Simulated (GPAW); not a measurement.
# CdS (Hawleyite) (F-43m) in GPAW: settings compared

One crystal, CdS (Hawleyite), is run at these levels: r2SCAN, PBE; tasks: eps q, energy-loss spectrum, dielectric tensor.

Program: GPAW 26.7.0. These are calculated values, not measurements. Logs are shortened: lines on timing, memory, paths and dates and some standing lists are left out, and cuts for length are marked. The log counts tension as positive stress, the text compression.

### 1 Starting point

The structure is cubic, space group F-43m (No. 216). Conventional cell: a = 5.833 Å, b = 5.833 Å, c = 5.833 Å, α = 90.00°, β = 90.00°, γ = 90.00°. Cd (site symmetry -43m) has 4 S at 2.53 Å as nearest neighbours. Around S (site symmetry -43m) lie 4 Cd at 2.53 Å.

### 2 Eps q, r2SCAN

File run.py:

```python
import numpy as np
from ase.dft.bandgap import bandgap
from ase.io import write
from ase.spacegroup import crystal
from gpaw import GPAW, PW
from gpaw.response.df import DielectricFunction

# Cd 4a
# S 4c
atoms = crystal(['Cd', 'S'],
                basis=[[0.0, 0.0, 0.0],
                       [0.25, 0.25, 0.25]],
                spacegroup=216, setting=1,  # F-43m
                cellpar=[5.833, 5.833, 5.833, 90.0, 90.0, 90.0],
                primitive_cell=True)

calc = GPAW(mode=PW(400),
            xc='MGGA_X_R2SCAN+MGGA_C_R2SCAN',
            kpts={'size': (6, 6, 6), 'gamma': True},
            occupations={'name': 'fermi-dirac', 'width': 0.001},
            nbands=18,
            convergence={'density': 1e-06},
            maxiter=150,
            txt='gpaw.txt')
atoms.calc = calc
energy = atoms.get_potential_energy()
calc.write('gs.gpw')
write('result.traj', atoms)
print(f'Energy: {energy:.6f} eV')
print('Fermi level:', round(calc.get_fermi_level(), 4), 'eV')
print(f'Gap: {bandgap(calc)[0]:.4f} eV, direct: {bandgap(calc, direct=True)[0]:.4f} eV')

dense = calc.fixed_density(kpts={'size': (8, 8, 8), 'gamma': True},
                           nbands=31, convergence={'bands': 25, 'eigenstates': 1e-7},
                           update_fermi_level=True, txt='dense.txt')
dense.write('dense.gpw', mode='all')

df = DielectricFunction('dense.gpw', frequencies=np.array([0.0]), hilbert=False, eta=0.001,
                        ecut=80, nbands=25, txt='df.txt')
for q_c in [[0.125, 0.125, 0.125], [0.25, 0.25, 0.25], [0.375, 0.375, 0.375], [0.5, 0.5, 0.5], [0.75, 0.75, 0.75], [0.875, 0.875, 0.875], [0.125, 0.0, 0.0], [0.25, 0.0, 0.0], [0.375, 0.0, 0.0], [0.5, 0.0, 0.0], [0.75, 0.0, 0.0], [0.875, 0.0, 0.0]]:
    e0, e = df.get_dielectric_function(xc='RPA', q_c=q_c, filename=None)
    q = np.linalg.norm(2 * np.pi * np.array(q_c) @ atoms.cell.reciprocal())
    print(q_c, f'|q| = {q:.4f} 1/A: eps {e0[0].real:.4f} without, {e[0].real:.4f} with local fields')
```

Potentials or basis: GPAW PAW data sets (gpaw-data 1.2.1), pw.

Started as:

```console
$ OMP_NUM_THREADS=1 python run.py
```

gpaw.txt:

```text
__  _  _
 | _ |_)|_||  |
 |__||  | ||/\| - 26.7.0

Input parameters:
  mode=PW(ecut=400.0),
  convergence={'density': 1e-06},
  kpts=MonkhorstPack(size=(6, 6, 6), gamma=True),
  maxiter=150,
  nbands=18,
  occupations=Occupations(name='fermi-dirac', width=0.001),
  xc=XC(name='MGGA_X_R2SCAN+MGGA_C_R2SCAN')

Diagonalizing LCAO Hamiltonian
Converting LCAO to pw mode

           S

       Cd

Atoms  # Å, Bohr magnetons
|   | symbol |        x |        y |        z |    initial magnetic moments |
|---|--------|----------|----------|----------|-----------------------------|
| 0 |     Cd | 0.000000 | 0.000000 | 0.000000 | ( 0.0000,  0.0000,  0.0000) |
| 1 |      S | 1.458250 | 1.458250 | 1.458250 | ( 0.0000,  0.0000,  0.0000) |

Unit cell  # Å
| periodic |        x |        y |        z |  lengths |    angles |
|----------|----------|----------|----------|----------|-----------|
|      yes | 0.000000 | 2.916500 | 2.916500 | 4.124554 | 60.000000 |
|      yes | 2.916500 | 0.000000 | 2.916500 | 4.124554 | 60.000000 |
|      yes | 2.916500 | 2.916500 | 0.000000 | 4.124554 | 60.000000 |

Number of symmetries: 24
Symmetry operations  # r_c * U_cc + t_c -> r_c
|    | kind |            matrix            |
|----|------|------------------------------|
|  0 |  E   |  1, 0, 0,  0, 1, 0,  0, 0, 1 |
|  1 |  σ   |  1, 0, 0,  0, 0, 1,  0, 1, 0 |
|  2 |  σ   |  1, 0,-1,  0, 1,-1,  0, 0,-1 |
|  3 |  C3  |  1, 0,-1,  0, 0,-1,  0, 1,-1 |
|  4 |  C3  |  1,-1, 0,  0,-1, 1,  0,-1, 0 |
|  5 |  σ   |  1,-1, 0,  0,-1, 0,  0,-1, 1 |
|  6 |  σ   |  0, 1, 0,  1, 0, 0,  0, 0, 1 |
|  7 |  C3  |  0, 1, 0,  0, 0, 1,  1, 0, 0 |
|  8 |  C2  |  0, 1,-1,  1, 0,-1,  0, 0,-1 |
|  9 |  S4  |  0, 1,-1,  0, 0,-1,  1, 0,-1 |
| 10 |  C3  |  0, 0, 1,  1, 0, 0,  0, 1, 0 |
| 11 |  σ   |  0, 0, 1,  0, 1, 0,  1, 0, 0 |
| 12 |  S4  |  0, 0,-1,  1, 0,-1,  0, 1,-1 |
| 13 |  C3  |  0, 0,-1,  0, 1,-1,  1, 0,-1 |
| 14 |  S4  |  0,-1, 1,  1,-1, 0,  0,-1, 0 |
| 15 |  C2  |  0,-1, 1,  0,-1, 0,  1,-1, 0 |
| 16 |  C3  |  0,-1, 0,  1,-1, 0,  0,-1, 1 |
| 17 |  S4  |  0,-1, 0,  0,-1, 1,  1,-1, 0 |
| 18 |  S4  | -1, 1, 0, -1, 0, 1, -1, 0, 0 |
| 19 |  C3  | -1, 1, 0, -1, 0, 0, -1, 0, 1 |
| 20 |  C3  | -1, 0, 1, -1, 1, 0, -1, 0, 0 |
| 21 |  S4  | -1, 0, 1, -1, 0, 0, -1, 1, 0 |
| 22 |  σ   | -1, 0, 0, -1, 1, 0, -1, 0, 1 |
| 23 |  C2  | -1, 0, 0, -1, 0, 1, -1, 1, 0 |

BZ-sampling:
  Number of BZ points: 216
  Number of IBZ points: 16

  Monkhorst-Pack size: [6, 6, 6]
  Monkhorst-Pack shift: [0.08333333333333333, 0.08333333333333333, 0.08333333333333333]

K-points  # in reciprocal-cell coordinates
|     |                                coordinates |     weight |
|-----|--------------------------------------------|------------|
|   0 | (  0.00000000,   0.00000000,   0.00000000) | 0.00462963 |
|   1 | (  0.16666667,   0.16666667,   0.00000000) | 0.02777778 |
|   2 | (  0.16666667,   0.16666667,   0.16666667) | 0.03703704 |
|   3 | (  0.33333333,   0.16666667,   0.16666667) | 0.05555556 |
|   4 | (  0.33333333,   0.33333333,  -0.33333333) | 0.05555556 |
|   5 | (  0.33333333,   0.33333333,   0.00000000) | 0.02777778 |
|   6 | (  0.33333333,   0.33333333,   0.16666667) | 0.11111111 |
|   7 | (  0.33333333,   0.33333333,   0.33333333) | 0.03703704 |
|   8 | (  0.50000000,   0.33333333,  -0.33333333) | 0.11111111 |
|   9 | (  0.50000000,   0.33333333,  -0.16666667) | 0.05555556 |
| ... |                                            |            |
|  15 | (  0.50000000,   0.50000000,   0.50000000) | 0.01851852 |

Plane wave coefficients: 934
Cutoff: 400.0 eV

Spin-components: 1 (collinear spins)
Bands:           18
Projectors:      11
Spin-degeneracy: 2
Datatype:        complex128

Parallelization:
  kpt:    1
  domain: 1
  band:   1

Density:
  Valence electrons: 18.0
  Components: 1
  Grid points: [20 20 20]
  Charge: 0.0  # |e|

Potential:
  Grid points: [20 20 20]

species:
  Cd:
    name:    Cadmium
    Z:       48.0
    valence: 12
    core:    36
    charge:  0.0  # [|e|]
    compensation charges:
      type: gauss
      rc: 0.38  # [Å]
      lmax: 2
    cutoffs:
      filter: 2.12  # [Å]
      core: 2.62  # [Å]
    projectors
    | kind |    occ | energy [eV] | rcut [Å] |
    |------|--------|-------------|----------|
    |   5s |  2.000 |      -5.655 |    1.191 |
    |   5p |  0.000 |      -1.186 |    1.228 |
    |   4d | 10.000 |     -11.739 |    1.164 |
    |    s |        |      21.556 |    1.191 |
    |    p |        |      26.026 |    1.228 |
    |    d |        |      15.473 |    1.164 |

    Using partial waves for Cd as LCAO basis

  S:
    name:    Sulfur
    Z:       16.0
    valence: 6
    core:    10
    charge:  0.0  # [|e|]
    compensation charges:
      type: gauss
      rc: 0.24  # [Å]
      lmax: 2
    cutoffs:
      filter: 1.77  # [Å]
      core: 1.66  # [Å]
    projectors
    | kind |    occ | energy [eV] | rcut [Å] |
    |------|--------|-------------|----------|
    |   3s |  2.000 |     -17.254 |    0.974 |
    |   3p |  4.000 |      -7.008 |    0.979 |
    |    s |        |       9.957 |    0.974 |
    |    p |        |      20.203 |    0.979 |
    |    d |        |       0.000 |    0.900 |

    Using partial waves for S as LCAO basis

Reference energy: -163030.738234  # eV

eigensolver:
  PPCG
  Converge bands: occupied
  niter=2

density mixing:
  MSR1-Mixer
  Pratt-step length: 0.05
  Maximum mixing coefficient: 0.75
  Old densities: 10
  SVD Regularization: 0.005
  Good broyden scale: 1.0
  Trust region scale: 1.0
  Backstep threshold: 4.0
  History deletion threshold: 6.0
  Fourier metric: weight=20.0, sigma=0.015

occupation numbers:
  Fermi-Dirac:
    width: 0.0010  # eV

poisson solver:
  ecut: 3200.0  # eV

xc functional:
  name: MGGA_X_R2SCAN+MGGA_C_R2SCAN with 2 nearest neighbor stencil

convergence criteria:
- Maximum integral of absolute [dens]ity change: 1e-06 electrons / valence electron
- Maximum [total energy] change in last 3 cyles: 0.0005 eV / valence electron
- Maximum integral of absolute [eigenst]ate change: 4e-08 eV^2 / valence electron
maximum number of iterations: 150

SCF iterations
|iter     | |      energy | eigst |  dens |
|---------|-|-------------|-------|-------|
|iter:   1| |  -27.005296 | -0.44 |       |
|iter:   2| |  -24.455743 | -1.35 | -1.17 |
|iter:   3| |-6757730344.484893 | +9.21 | -1.14 |
|iter:   4| |  -14.429299 | +2.40 | +3.79 |
|iter:   5| |  -24.315204 | +0.90 | -0.48 |
|iter:   6| |  -24.242052 | -1.03 | -1.53 |
|iter:   7| |  -24.215591 | -2.43 | -1.55 |
|iter:   8| |  -24.204491 | -3.55 | -1.85 |
|iter:   9| |  -24.201553 | -3.83 | -2.21 |
|iter:  10| |  -24.201525c| -4.91 | -2.89 |
|iter:  11| |  -24.201550c| -6.07 | -3.31 |
|iter:  12| |  -24.201551c| -7.06 | -4.03 |
|iter:  13| |  -24.201550c| -7.65c| -4.11 |
|iter:  14| |  -24.201550c| -8.38c| -5.35 |
|iter:  15| |  -24.201550c| -8.92c| -6.08c|

Converged in 15 steps
Energy contributions relative to reference atoms: (reference = -163030.738234)

Energy contributions:
  Kinetic:          26.137075
  Coulomb:         -23.316575
  Zero:              0.046987
  External:          0.000000
  Xc:              -27.069037
  Entropy:          -0.000000
  Spinorbit:         0.000000
  ----------------------------
  Free energy:     -24.201550
  Extrapolated:    -24.201550

dipole moment: (-21.713156, -21.713156, -21.713156)  # |e|*Ang

Fermi level: 4.143
Eigenvalues  # (at kpt = [0.000, 0.000, 0.000])
| band index |      eig [eV] | occ [0-2] |
|------------|---------------|-----------|
|          0 |        -9.551 |     2.000 |
|          1 |        -4.598 |     2.000 |
|          2 |        -4.598 |     2.000 |
|          3 |        -4.598 |     2.000 |
|          4 |        -4.067 |     2.000 |
|          5 |        -4.067 |     2.000 |
[... 10 lines left out ...]
|         16 |        17.184 |     0.000 |
|         17 |        17.184 |     0.000 |

Gap: 1.556 eV
Transition (v -> c):
  (s=0, k=0, n=8, [0.00, 0.00, 0.00]) -> (s=0, k=0, n=9, [0.00, 0.00, 0.00])
No difference between direct/indirect transitions
# Writing to gs.gpw (mode='')
```

It took 75 s on 1 thread of Arm Neoverse V1, shared host; peak memory 0.38 GiB.

Results:

| Property | Result |
| --- | --- |
| Free energy | -24.2016 eV |
| Band gap on the k mesh | 1.56 eV, direct |

Caveat: response on these states lacks terms of the Hamiltonian.

### 3 Eps q, r2SCAN

Edit run.py of step 2 so:

```diff
@@ -32,4 +32,4 @@
 
-dense = calc.fixed_density(kpts={'size': (8, 8, 8), 'gamma': True},
-                           nbands=31, convergence={'bands': 25, 'eigenstates': 1e-7},
+dense = calc.fixed_density(kpts={'size': (10, 10, 10), 'gamma': True},
+                           nbands=35, convergence={'bands': 29, 'eigenstates': 1e-7},
                            update_fermi_level=True, txt='dense.txt')
@@ -38,4 +38,4 @@
 df = DielectricFunction('dense.gpw', frequencies=np.array([0.0]), hilbert=False, eta=0.001,
-                        ecut=80, nbands=25, txt='df.txt')
-for q_c in [[0.125, 0.125, 0.125], [0.25, 0.25, 0.25], [0.375, 0.375, 0.375], [0.5, 0.5, 0.5], [0.75, 0.75, 0.75], [0.875, 0.875, 0.875], [0.125, 0.0, 0.0], [0.25, 0.0, 0.0], [0.375, 0.0, 0.0], [0.5, 0.0, 0.0], [0.75, 0.0, 0.0], [0.875, 0.0, 0.0]]:
+                        ecut=60, nbands=29, txt='df.txt')
+for q_c in [[0.1, 0.1, 0.1], [0.2, 0.2, 0.2], [0.3, 0.3, 0.3], [0.5, 0.5, 0.5], [0.7, 0.7, 0.7], [0.9, 0.9, 0.9], [0.1, 0.1, 0.0], [0.2, 0.2, 0.0], [0.3, 0.3, 0.0], [0.5, 0.5, 0.0], [0.7, 0.7, 0.0], [0.9, 0.9, 0.0]]:
     e0, e = df.get_dielectric_function(xc='RPA', q_c=q_c, filename=None)
```

Potentials or basis: GPAW PAW data sets (gpaw-data 1.2.1), pw.

Started as:

```console
$ OMP_NUM_THREADS=1 python run.py
```

gpaw.txt:

```text
__  _  _
 | _ |_)|_||  |
 |__||  | ||/\| - 26.7.0

Input parameters:
  mode=PW(ecut=400.0),
  convergence={'density': 1e-06},
  kpts=MonkhorstPack(size=(6, 6, 6), gamma=True),
  maxiter=150,
  nbands=18,
  occupations=Occupations(name='fermi-dirac', width=0.001),
  xc=XC(name='MGGA_X_R2SCAN+MGGA_C_R2SCAN')

Diagonalizing LCAO Hamiltonian
Converting LCAO to pw mode

           S

       Cd

Atoms  # Å, Bohr magnetons
|   | symbol |        x |        y |        z |    initial magnetic moments |
|---|--------|----------|----------|----------|-----------------------------|
| 0 |     Cd | 0.000000 | 0.000000 | 0.000000 | ( 0.0000,  0.0000,  0.0000) |
| 1 |      S | 1.458250 | 1.458250 | 1.458250 | ( 0.0000,  0.0000,  0.0000) |

Unit cell  # Å
| periodic |        x |        y |        z |  lengths |    angles |
|----------|----------|----------|----------|----------|-----------|
|      yes | 0.000000 | 2.916500 | 2.916500 | 4.124554 | 60.000000 |
|      yes | 2.916500 | 0.000000 | 2.916500 | 4.124554 | 60.000000 |
|      yes | 2.916500 | 2.916500 | 0.000000 | 4.124554 | 60.000000 |

Number of symmetries: 24
Symmetry operations  # r_c * U_cc + t_c -> r_c
|    | kind |            matrix            |
|----|------|------------------------------|
|  0 |  E   |  1, 0, 0,  0, 1, 0,  0, 0, 1 |
|  1 |  σ   |  1, 0, 0,  0, 0, 1,  0, 1, 0 |
|  2 |  σ   |  1, 0,-1,  0, 1,-1,  0, 0,-1 |
|  3 |  C3  |  1, 0,-1,  0, 0,-1,  0, 1,-1 |
|  4 |  C3  |  1,-1, 0,  0,-1, 1,  0,-1, 0 |
|  5 |  σ   |  1,-1, 0,  0,-1, 0,  0,-1, 1 |
|  6 |  σ   |  0, 1, 0,  1, 0, 0,  0, 0, 1 |
|  7 |  C3  |  0, 1, 0,  0, 0, 1,  1, 0, 0 |
|  8 |  C2  |  0, 1,-1,  1, 0,-1,  0, 0,-1 |
|  9 |  S4  |  0, 1,-1,  0, 0,-1,  1, 0,-1 |
| 10 |  C3  |  0, 0, 1,  1, 0, 0,  0, 1, 0 |
| 11 |  σ   |  0, 0, 1,  0, 1, 0,  1, 0, 0 |
| 12 |  S4  |  0, 0,-1,  1, 0,-1,  0, 1,-1 |
| 13 |  C3  |  0, 0,-1,  0, 1,-1,  1, 0,-1 |
| 14 |  S4  |  0,-1, 1,  1,-1, 0,  0,-1, 0 |
| 15 |  C2  |  0,-1, 1,  0,-1, 0,  1,-1, 0 |
| 16 |  C3  |  0,-1, 0,  1,-1, 0,  0,-1, 1 |
| 17 |  S4  |  0,-1, 0,  0,-1, 1,  1,-1, 0 |
| 18 |  S4  | -1, 1, 0, -1, 0, 1, -1, 0, 0 |
| 19 |  C3  | -1, 1, 0, -1, 0, 0, -1, 0, 1 |
| 20 |  C3  | -1, 0, 1, -1, 1, 0, -1, 0, 0 |
| 21 |  S4  | -1, 0, 1, -1, 0, 0, -1, 1, 0 |
| 22 |  σ   | -1, 0, 0, -1, 1, 0, -1, 0, 1 |
| 23 |  C2  | -1, 0, 0, -1, 0, 1, -1, 1, 0 |

BZ-sampling:
  Number of BZ points: 216
  Number of IBZ points: 16

  Monkhorst-Pack size: [6, 6, 6]
  Monkhorst-Pack shift: [0.08333333333333333, 0.08333333333333333, 0.08333333333333333]

K-points  # in reciprocal-cell coordinates
|     |                                coordinates |     weight |
|-----|--------------------------------------------|------------|
|   0 | (  0.00000000,   0.00000000,   0.00000000) | 0.00462963 |
|   1 | (  0.16666667,   0.16666667,   0.00000000) | 0.02777778 |
|   2 | (  0.16666667,   0.16666667,   0.16666667) | 0.03703704 |
|   3 | (  0.33333333,   0.16666667,   0.16666667) | 0.05555556 |
|   4 | (  0.33333333,   0.33333333,  -0.33333333) | 0.05555556 |
|   5 | (  0.33333333,   0.33333333,   0.00000000) | 0.02777778 |
|   6 | (  0.33333333,   0.33333333,   0.16666667) | 0.11111111 |
|   7 | (  0.33333333,   0.33333333,   0.33333333) | 0.03703704 |
|   8 | (  0.50000000,   0.33333333,  -0.33333333) | 0.11111111 |
|   9 | (  0.50000000,   0.33333333,  -0.16666667) | 0.05555556 |
| ... |                                            |            |
|  15 | (  0.50000000,   0.50000000,   0.50000000) | 0.01851852 |

Plane wave coefficients: 934
Cutoff: 400.0 eV

Spin-components: 1 (collinear spins)
Bands:           18
Projectors:      11
Spin-degeneracy: 2
Datatype:        complex128

Parallelization:
  kpt:    1
  domain: 1
  band:   1

Density:
  Valence electrons: 18.0
  Components: 1
  Grid points: [20 20 20]
  Charge: 0.0  # |e|

Potential:
  Grid points: [20 20 20]

species:
  Cd:
    name:    Cadmium
    Z:       48.0
    valence: 12
    core:    36
    charge:  0.0  # [|e|]
    compensation charges:
      type: gauss
      rc: 0.38  # [Å]
      lmax: 2
    cutoffs:
      filter: 2.12  # [Å]
      core: 2.62  # [Å]
    projectors
    | kind |    occ | energy [eV] | rcut [Å] |
    |------|--------|-------------|----------|
    |   5s |  2.000 |      -5.655 |    1.191 |
    |   5p |  0.000 |      -1.186 |    1.228 |
    |   4d | 10.000 |     -11.739 |    1.164 |
    |    s |        |      21.556 |    1.191 |
    |    p |        |      26.026 |    1.228 |
    |    d |        |      15.473 |    1.164 |

    Using partial waves for Cd as LCAO basis

  S:
    name:    Sulfur
    Z:       16.0
    valence: 6
    core:    10
    charge:  0.0  # [|e|]
    compensation charges:
      type: gauss
      rc: 0.24  # [Å]
      lmax: 2
    cutoffs:
      filter: 1.77  # [Å]
      core: 1.66  # [Å]
    projectors
    | kind |    occ | energy [eV] | rcut [Å] |
    |------|--------|-------------|----------|
    |   3s |  2.000 |     -17.254 |    0.974 |
    |   3p |  4.000 |      -7.008 |    0.979 |
    |    s |        |       9.957 |    0.974 |
    |    p |        |      20.203 |    0.979 |
    |    d |        |       0.000 |    0.900 |

    Using partial waves for S as LCAO basis

Reference energy: -163030.738234  # eV

eigensolver:
  PPCG
  Converge bands: occupied
  niter=2

density mixing:
  MSR1-Mixer
  Pratt-step length: 0.05
  Maximum mixing coefficient: 0.75
  Old densities: 10
  SVD Regularization: 0.005
  Good broyden scale: 1.0
  Trust region scale: 1.0
  Backstep threshold: 4.0
  History deletion threshold: 6.0
  Fourier metric: weight=20.0, sigma=0.015

occupation numbers:
  Fermi-Dirac:
    width: 0.0010  # eV

poisson solver:
  ecut: 3200.0  # eV

xc functional:
  name: MGGA_X_R2SCAN+MGGA_C_R2SCAN with 2 nearest neighbor stencil

convergence criteria:
- Maximum integral of absolute [dens]ity change: 1e-06 electrons / valence electron
- Maximum [total energy] change in last 3 cyles: 0.0005 eV / valence electron
- Maximum integral of absolute [eigenst]ate change: 4e-08 eV^2 / valence electron
maximum number of iterations: 150

SCF iterations
|iter     | |      energy | eigst |  dens |
|---------|-|-------------|-------|-------|
|iter:   1| |  -27.005296 | -0.44 |       |
|iter:   2| |  -24.455743 | -1.35 | -1.17 |
|iter:   3| |-6757730344.484893 | +9.21 | -1.14 |
|iter:   4| |  -14.429299 | +2.40 | +3.79 |
|iter:   5| |  -24.315204 | +0.90 | -0.48 |
|iter:   6| |  -24.242052 | -1.03 | -1.53 |
|iter:   7| |  -24.215591 | -2.43 | -1.55 |
|iter:   8| |  -24.204491 | -3.55 | -1.85 |
|iter:   9| |  -24.201553 | -3.83 | -2.21 |
|iter:  10| |  -24.201525c| -4.91 | -2.89 |
|iter:  11| |  -24.201550c| -6.07 | -3.31 |
|iter:  12| |  -24.201551c| -7.06 | -4.03 |
|iter:  13| |  -24.201550c| -7.65c| -4.11 |
|iter:  14| |  -24.201550c| -8.38c| -5.35 |
|iter:  15| |  -24.201550c| -8.92c| -6.08c|

Converged in 15 steps
Energy contributions relative to reference atoms: (reference = -163030.738234)

Energy contributions:
  Kinetic:          26.137075
  Coulomb:         -23.316575
  Zero:              0.046987
  External:          0.000000
  Xc:              -27.069037
  Entropy:          -0.000000
  Spinorbit:         0.000000
  ----------------------------
  Free energy:     -24.201550
  Extrapolated:    -24.201550

dipole moment: (-21.713156, -21.713156, -21.713156)  # |e|*Ang

Fermi level: 4.143
Eigenvalues  # (at kpt = [0.000, 0.000, 0.000])
| band index |      eig [eV] | occ [0-2] |
|------------|---------------|-----------|
|          0 |        -9.551 |     2.000 |
|          1 |        -4.598 |     2.000 |
|          2 |        -4.598 |     2.000 |
|          3 |        -4.598 |     2.000 |
|          4 |        -4.067 |     2.000 |
|          5 |        -4.067 |     2.000 |
[... 10 lines left out ...]
|         16 |        17.184 |     0.000 |
|         17 |        17.184 |     0.000 |

Gap: 1.556 eV
Transition (v -> c):
  (s=0, k=0, n=8, [0.00, 0.00, 0.00]) -> (s=0, k=0, n=9, [0.00, 0.00, 0.00])
No difference between direct/indirect transitions
# Writing to gs.gpw (mode='')
```

Run time: 2.1 min. Hardware: 1 thread of Arm Neoverse V1, shared host; peak memory 0.4 GiB.

Results:

| Property | Result |
| --- | --- |
| Free energy | -24.2016 eV |
| Band gap on the k mesh | 1.56 eV, direct |

Caveat: response on these states lacks terms of the Hamiltonian.

[end of part 1 of 2]
